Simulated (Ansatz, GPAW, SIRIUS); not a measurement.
TaN: 3 runs at one level of theory

```xyz
2
Lattice="2.9380 0.0000 0.0000 -1.4690 2.5444 0.0000 0.0000 0.0000 2.8830" Properties=species:S:1:pos:R:3 pbc="T T T"
Ta    0.0214    0.0212    1.3933
N     1.4195    0.8621    0.0169
```

Atoms were shifted at random by some hundredths of an Å from the given cell, which wasn't relaxed again for these runs.

Alike in all runs: task single point; functional PBEsol; k mesh 10 × 10 × 9; occupations fermi-dirac, width 0.05 eV; no spin polarisation; no spin-orbit coupling. Pressure is positive in compression and, in plane waves, holds the error of the finite cutoff.

```json
{"program and potentials": "Ansatz, all-electron LAPW, scalar-relativistic", "plane-wave cutoff (eV)": "-", "notes": "-", "pressure (GPa)": "-3.20", "largest force (eV/Å)": "1.309"}
{"program and potentials": "GPAW, PAW data sets generated for this functional", "plane-wave cutoff (eV)": "800", "notes": "-", "pressure (GPa)": "-3.37", "largest force (eV/Å)": "1.337"}
{"program and potentials": "SIRIUS, PseudoDojo 0.4.1 PBEsol standard (scalar relativistic)", "plane-wave cutoff (eV)": "1152", "notes": "-", "pressure (GPa)": "-3.56", "largest force (eV/Å)": "1.303"}
```

Force on atom 2 (N), eV/Å:

| program and potentials | x | y | z |
| --- | --- | --- | --- |
| Ansatz, all-electron LAPW, scalar-relativistic | 0.931 | 0.131 | -0.910 |
| GPAW, PAW data sets generated for this functional | 0.947 | 0.134 | -0.934 |
| SIRIUS, PseudoDojo 0.4.1 PBEsol standard (scalar relativistic) | 0.926 | 0.130 | -0.908 |

The pressure spans -3.56 (SIRIUS, PseudoDojo 0.4.1 PBEsol standard (scalar relativistic)) to -3.20 GPa (Ansatz, all-electron LAPW, scalar-relativistic), with all-electron results at -3.20.

Differences between rows come from potentials, basis sets and numerical settings, since the functional is the same but for its coding. Runs on potential files found faulty are left out.
